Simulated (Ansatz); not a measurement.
The calculation used DFT PBE, scalar-relativistic, plane waves, PAW in Ansatz 0.2.0. Cutoff 420 eV, Γ-centred meshes of about 0.25 Å⁻¹ or finer for metals and 0.3 Å⁻¹ for insulators (2π included), Gaussian smearing. No spin polarisation.

All energies are static (0 K, no zero-point motion).

Two forms of Hf4O3 were relaxed alike.

A.

```
CELL_PARAMETERS angstrom
4.87561 0.00000 0.00000
0.00000 4.87561 0.00000
0.00000 0.00000 4.87561
ATOMIC_POSITIONS crystal
Hf 0.74759 0.25241 0.25241
Hf 0.25241 0.74759 0.25241
Hf 0.25241 0.25241 0.74759
Hf 0.74759 0.74759 0.74759
O 0.00000 0.00000 0.50000
O 0.50000 0.00000 0.00000
O 0.00000 0.50000 0.00000
```

B.

```
CELL_PARAMETERS angstrom
5.27209 0.00000 0.00000
0.00000 3.21143 0.00000
-0.01580 0.00000 5.66678
ATOMIC_POSITIONS crystal
Hf 0.27086 0.00000 0.65636
Hf 0.72914 0.00000 0.34364
Hf 0.25516 0.50000 0.15562
Hf 0.74484 0.50000 0.84438
O 0.50000 0.00000 0.00000
O 0.00000 0.00000 0.00000
O 0.00000 0.50000 0.50000
```

Task: Which is lower in energy, and by how much?

Result: B is lower, by 27 meV/atom. A has space group P-43m (No. 215), 16.6 Å³/atom and no gap on its mesh; B has space group P2/m (No. 10), 13.7 Å³/atom and no gap. Counting O atoms around Hf (those within 1.25 times the shortest such distance or 1.15 times the sum of covalent radii; a slash parts the counts of unlike sites), A has Hf 3 and B has Hf 4/5. The denser one is the lower, and pressure would at first widen the difference. Both come from trial cells of a structure search, whose lowest cell (P-42m, 16.7 Å³/atom) lies 51 meV/atom below the lower of the two.

For metals, differences of a few meV/atom aren't resolved. Spin–orbit coupling, which can matter for Hf, is left out. Cells relaxed within their symmetry can be saddle points. Some candidate types were left out of the draw beforehand, so a known form may be missing.
